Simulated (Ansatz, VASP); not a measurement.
## Two plane-wave programs on PbSe

```xyz
4
Lattice="4.3511 0.0000 0.0000 -2.1755 3.7682 0.0000 0.0000 0.0000 7.6515" Properties=species:S:1:pos:R:3 pbc="T T T"
Pb    0.0000    0.0000    0.0000
Pb    0.0000    0.0000    3.8257
Se    0.0000    2.5121    1.9129
Se    2.1755    1.2561    5.7386
```

Alike in both runs: task single point; functional PBE; k mesh 6 × 6 × 4; occupations fermi-dirac, width 0.02 eV; no spin polarisation.

|  | VASP | Ansatz |
| --- | --- | --- |
| version | VASP 6.6.1 | Ansatz 0.2.0 |
| potentials or method | VASP PAW PBE potentials, release 64 (Pb_d, Se) | plane waves, PAW |
| plane-wave cutoff (eV) | 520 | 420 |
| valence electrons in the cell | 40 | 60 |

```tsv
	VASP	Ansatz	Ansatz less VASP
pressure (GPa)	-1.3	-1.3	+0.02
largest component of the traceless stress (GPa)	0.18	0.18	-0.002
```

The two sets of potentials don't hold the same shells in valence.
